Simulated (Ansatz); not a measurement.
# ZnS under changes of volume

One of the cells (19.727 Å³/atom); the others are scaled copies at fixed shape and fractional positions:

```
Zn S
1.0
     0.00000    2.70200    2.70200
     2.70200    0.00000    2.70200
     2.70200    2.70200    0.00000
Zn S
1 1
Direct
  0.75000 0.75000 0.75000
  0.00000 0.00000 0.00000
```

```yaml
Program: Ansatz 0.2.0
Functional: r2SCAN
Dispersion: D3(BJ)
Potentials_or_basis: Ansatz PAW
Cutoff: "500 eV (not typed: the program's choice for these potentials)"
k_mesh: 9 × 9 × 9
Occupations: fermi-dirac, width 0.05 eV
Spin: no spin polarisation
```

| volume (Å³/atom) | energy over the lowest point (meV/atom) | pressure (GPa) | gap on the mesh (eV) |
| --- | --- | --- | --- |
| 18.543 | 7.34 | 3.4 | 2.95 |
| 18.938 | 1.42 | 1.5 | 2.85 |
| 19.332 | 0.00 | -0.3 | 2.76 |
| 19.727 | 2.62 | -1.8 | 2.66 |
| 20.121 | 8.87 | -3.2 | 2.57 |
| 20.516 | ? | ? | ? |
| 20.910 | 30.77 | -5.6 | 2.40 |

Question: What does the run at 20.516 Å³/atom give?

Answer: Energy over the lowest point 18.37 meV/atom; pressure -4.5 GPa; gap on the mesh 2.49 eV.

Worked out: A Birch-Murnaghan fit of order 3 (a polynomial in V^(-2/3)) to the other rows has its minimum at 19.27 Å³/atom with B0 = V·E''(V) = 81 GPa and B' = 4.3. It gives 18.37 meV/atom at 20.516 Å³/atom, against the run's 18.37, and -dE/dV = -4.5 GPa, against -4.5. A straight line through the other rows of the gap, of slope -4.59 eV per unit of ln V (its deformation potential), gives 2.48 eV, against the run's 2.49.

Energies are extrapolated to zero smearing.

Caveats: odd divisions of the mesh miss points on the zone boundary, where band edges often lie, so the gap on the mesh can be too wide; the PAW data sets come from PBE, with cores solved anew for the run's functional, which leaves a small shift of forces and pressure; the dispersion damping was fitted for another functional or another form of the correction.
